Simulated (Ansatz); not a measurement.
# TiO2: response to strain

Aim: deform TiO2 (zz strain of +1 %) and compute stress, forces and field gradients with LAPW, PAW and all-electron datasets made for the crystal.

Program: Ansatz 0.2.0. Level of theory: DFT PBE, scalar-relativistic. These are calculated values, not measurements.

**1. The system as given**

It takes space group P4_2/mnm (No. 136, tetragonal). The conventional cell has a = 4.594 Å, b = 4.594 Å, c = 2.959 Å, α = 90.00°, β = 90.00°, γ = 90.00°. Around Ti (site symmetry mmm) lie 6 O at 1.94 to 1.99 Å. O (site symmetry m2m) is surrounded by 3 Ti at 1.94 to 1.99 Å.

Structure file:

```
Ti O
1.0
     4.59400    0.00000    0.00000
     0.00000    4.59400    0.00000
     0.00000    0.00000    2.95900
Ti O
2 4
Direct
  0.00000 0.00000 0.00000
  0.50000 0.50000 0.50000
  0.30600 0.30600 0.00000
  0.19400 0.80600 0.50000
  0.69400 0.69400 0.00000
  0.80600 0.19400 0.50000
```

Atoms are numbered in the order of the input: Ti1, Ti2, O3, O4, O5, O6.

**2. The deformed structure**

Space group P4_2/mnm before, P4_2/mnm after.

**3. All-electron LAPW**

input.yaml

```yaml
crystal:
  lattice:
    - [4.594, 0.0, 0.0]
    - [0.0, 4.594, 0.0]
    - [0.0, 0.0, 2.98859]
  atoms:
    - { symbol: Ti, position: [0.0, 0.0, 0.0] }
    - { symbol: Ti, position: [0.5, 0.5, 0.5] }
    - { symbol: O, position: [0.306, 0.306, 0.0] }
    - { symbol: O, position: [0.194, 0.806, 0.5] }
    - { symbol: O, position: [0.694, 0.694, 0.0] }
    - { symbol: O, position: [0.806, 0.194, 0.5] }
kpoints:
  mp_grid: { grid: [7, 7, 10] }
  band_path:
    path:
      - [0.0, 0.0, 0.0]
      - [0.0, 0.5, 0.0]
      - [0.5, 0.5, 0.0]
      - [0.0, 0.0, 0.0]
      - [0.0, 0.0, 0.5]
      - [0.0, 0.5, 0.5]
      - [0.5, 0.5, 0.5]
      - [0.0, 0.0, 0.5]
      - [0.0, 0.5, 0.0]
    npoints: 5
scf:
  occupations: { method: fermi_dirac, width: 0.05 }
hamiltonian:
  xc: pbe
  pseudopotentials: { kind: all_electron, lapw: { basis_error: 0.0005 } }
output:
  forces: true
  stress: true
  eigenvalues: true
```

Started as:

```sh
$ ansatz run input.yaml --threads 2 --pin off --max-ram 6144MiB --backend cpu --events-out ev --progress --plain --runs-dir out
```

**4. Frozen-core PAW**

input.yaml

```yaml
crystal:
  lattice:
    - [4.594, 0.0, 0.0]
    - [0.0, 4.594, 0.0]
    - [0.0, 0.0, 2.98859]
  atoms:
    - { symbol: Ti, position: [0.0, 0.0, 0.0] }
    - { symbol: Ti, position: [0.5, 0.5, 0.5] }
    - { symbol: O, position: [0.306, 0.306, 0.0] }
    - { symbol: O, position: [0.194, 0.806, 0.5] }
    - { symbol: O, position: [0.694, 0.694, 0.0] }
    - { symbol: O, position: [0.806, 0.194, 0.5] }
kpoints:
  mp_grid: { grid: [7, 7, 10] }
scf:
  occupations: { method: fermi_dirac, width: 0.05 }
hamiltonian:
  xc: pbe
  pseudopotentials: { kind: paw }
output:
  forces: true
  stress: true
  eigenvalues: true
  efg: { contact_densities: true }
```

**5. Datasets made for this crystal**

Edit input.yaml of step 4 so:

```diff
@@ -18,3 +18,3 @@
   xc: pbe
-  pseudopotentials: { kind: paw }
+  pseudopotentials: { kind: all_electron, datasets: crystal }
 output:
```

(Steps that only read results are left out.)

What does the calculation give? Wanted: pressure; largest shear or deviatoric stress.

**Answer**, as computed:

| quantity | value |
| --- | --- |
| pressure | LAPW 2.54, PAW 2.54, crystal datasets 2.54 GPa |
| largest shear or deviatoric stress (LAPW) | 2.72 GPa |

The largest part of the stress beyond the pressure is 2.72 GPa in size, in the zz component; the atoms are carried along and not relaxed. No run of the undeformed cell stands beside it, so the pressure holds what the given cell had before the change. PAW: stress within 0.01 GPa of LAPW, forces within 1 meV/Å. Crystal datasets: stress within 0.01 GPa of LAPW, forces within 1 meV/Å.
